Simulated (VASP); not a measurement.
Set up this calculation in VASP 6.6.1, as the native input.

```
Task                   : single point
Functional             : LDA
Potentials or basis    : VASP PAW LDA potentials, release 64 (Cd, O)
Cutoff                 : 520 eV
k mesh                 : 8 × 8 × 8
Occupations            : gaussian, width 0.02 eV
Spin                   : no spin polarisation
Further INCAR settings : ALGO = Fast; EDIFF = 1e-07
```

The structure of CdO (Monteponite) lies in POSCAR:

```
CdO
1.0
    0.0000000000      2.3476500000      2.3476500000
    2.3476500000      0.0000000000      2.3476500000
    2.3476500000      2.3476500000      0.0000000000
Cd O
1 1
Direct
    0.0000000000      0.0000000000      0.0000000000
    0.5000000000      0.5000000000      0.5000000000
```

The input as run:

INCAR

```
SYSTEM = CdO
PREC = Accurate ; ENCUT = 520
EDIFF = 1E-7 ; ISMEAR = 0
SIGMA = 0.02 ; LREAL = .False.
LASPH = .True. ; NELM = 100
ALGO = Fast ; ISIF = 2
LWAVE = .False. ; LCHARG = .True.
LELF = .True. ; LVHAR = .True.
```

KPOINTS

```
Automatic mesh
0
Gamma
  8 8 8
  0 0 0
```

Potentials or basis: VASP PAW LDA potentials, release 64 (Cd, O).

Run with:

```console
$ cat potpaw_LDA.64/Cd/POTCAR potpaw_LDA.64/O/POTCAR > POTCAR
$ mpirun -np 1 vasp_std > vasp.out
```

Results of the run:

- Pressure: -4.0 GPa
- Band gap on the k mesh: none (metal or under the smearing width)

Caveat: this crystal is a semiconductor, whose small gap the functional closes, so the metal is an error of the method.

It took 13 s on 1 thread of Intel(R) Xeon(R) Platinum 8259CL CPU @ 2.50GHz (Skylake/Cascade Lake) (shared host), peak memory 0.14 GiB.
